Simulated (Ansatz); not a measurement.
# Te (Tellurium): the cost of one run

Computed with Ansatz 0.2.0 (DFT PBEsol, scalar-relativistic, plane waves, PAW).

The COD entry's cell or inner coordinates are ideal or old and differ from later refinements, so a difference from it is no clean test against experiment.

2 further runs of the same task are left out: 2 set aside as unsound or not needed.

## Step 1: The system as given

It takes space group P3_121 (No. 152, trigonal). The conventional cell has a = 4.317 Å, b = 4.317 Å, c = 5.969 Å, α = 90.00°, β = 90.00°, γ = 120.00°. Te (site symmetry 2) is surrounded by 6 Te at 2.91 to 3.35 Å.

As a file:

```
Te
1.0
     4.31660    0.00000    0.00000
    -2.15830    3.73828    0.00000
     0.00000    0.00000    5.96913
Te
3
Direct
  0.28475 0.00000 0.33333
  0.00000 0.28475 0.66667
  0.71525 0.71525 0.00000
```

This cell was relaxed beforehand with the same method: volume 32.11 Å³/atom, gap on the mesh none (metal).

## Step 2: The cell under PBEsol

Contents of input.yaml:

```yaml
crystal:
  lattice:
    - [4.316595389, 0.0, 0.0]
    - [-2.1582976945, 3.7382812647, 0.0]
    - [0.0, 0.0, 5.9691302748]
  atoms:
    - { symbol: Te, position: [0.2847541133, 0.0, 0.3333333333] }
    - { symbol: Te, position: [0.0, 0.2847541133, 0.6666666667] }
    - { symbol: Te, position: [0.7152458867, 0.7152458867, 0.0] }
basis:
  ecutwfc: 420
kpoints:
  mp_grid: { grid: [12, 12, 8] }
hamiltonian:
  xc: pbesol
scf:
  occupations: { method: gaussian, width: 0.1 }
output:
  forces: true
  stress: true
  eigenvalues: true
relax:
  adjacent_minimum: "off"
  f_tol: 0.005
  max_steps: 50
  cell: { stress_tol: 0.05 }
```

Command:

```
> ansatz run input.yaml --threads 2 --pin off --max-ram 5120MiB --backend cpu --events-out ev --progress --plain --runs-dir out
```

What time and memory should one allow on 2 threads of Intel Xeon at 2.50GHz (Skylake/Cascade Lake), shared host?

About 99 s, with a peak of 0.58 GiB.
